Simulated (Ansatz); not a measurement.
Starting cell, ZrO₂ (tetragonal-ZrO2 type, space group P4_2/nmc):

```
ZrO2
1.0
    7.24164     0.00000     0.00000
    3.62082     3.62082     0.00000
    0.00000     0.00000     5.28425
Zr O
4 8
Cartesian
  0.00000   0.00000   0.00000
  3.62082   0.00000   0.00000
  9.05206   1.81041   2.64213
  5.43123   1.81041   2.64213
  7.24164   1.81041   1.01728
  3.62082   1.81041   1.01728
  7.24164   1.81041   3.65940
  3.62082   1.81041   3.65940
  1.81041   0.00000   1.62485
  5.43123   0.00000   1.62485
  1.81041   0.00000   4.26697
  5.43123   0.00000   4.26697
```

The atoms are displaced by Q × the pattern below (from a DFPT mode at M = (0.5, 0.5, 0.0), largest move 1; Q in Å), at fixed cell. It is one choice among 2 degenerate patterns. (q is in reciprocal vectors of the primitive cell; the cell shown is doubled to hold the pattern.)

```json
[
 {"atom": "O5", "x": "0.875", "y": "0.429", "z": "0.000"},
 {"atom": "O6", "x": "-0.875", "y": "-0.429", "z": "0.000"},
 {"atom": "O7", "x": "-0.412", "y": "-0.911", "z": "0.000"},
 {"atom": "O8", "x": "0.412", "y": "0.911", "z": "0.000"},
 {"atom": "O9", "x": "-0.911", "y": "-0.412", "z": "0.000"},
 {"atom": "O10", "x": "0.911", "y": "0.412", "z": "0.000"},
 {"atom": "O11", "x": "0.429", "y": "0.875", "z": "0.000"},
 {"atom": "O12", "x": "-0.429", "y": "-0.875", "z": "0.000"}
]
```

Atoms not listed stay in place.

Computed with PBE (plane waves to 420 eV, PAW, scalar-relativistic; Ansatz, a first-principles code). k mesh 9×9×6 (Γ-centred), Fermi-Dirac smearing 0.05 eV. The energy includes the smearing's −TS. The PAW data are Ansatz's earlier set. This is a high-temperature form of ZrO2. ZrO2 is run without spin polarisation. ZrO2 was relaxed with its symmetry unable to fall. ΔE is measured from the undisplaced structure.

| Q (Å) | ΔE (meV/cell) |
|---|---|
| -0.180 | 258.8 |
| -0.150 | 176.1 |
| -0.120 | withheld |
| -0.090 | 61.5 |
| -0.060 | 27.1 |
| -0.030 | 6.7 |
| 0.000 | 0.0 |
| 0.030 | 6.7 |
| 0.060 | 27.1 |
| 0.090 | 61.5 |
| 0.120 | withheld |
| 0.150 | 176.1 |
| 0.180 | 258.8 |

### Question
Fit an even polynomial form (powers 2, 4) to the given rows and predict ΔE at Q = -0.120.

### Answer
Least squares on the 11 given rows: ΔE = (7462)·Q² + (16230)·Q⁴, in meV/cell with Q in Å; root-mean-square residual 0.02 meV/cell. At -0.120 the fit gives 110.8 meV/cell; the calculation gives 110.8 meV/cell, the same to the digits shown. The quadratic term alone would give 107.5 meV/cell.

(A displaced cell: forces are minus the slopes of the energy, force constants its curvatures, and phonons follow from these.)
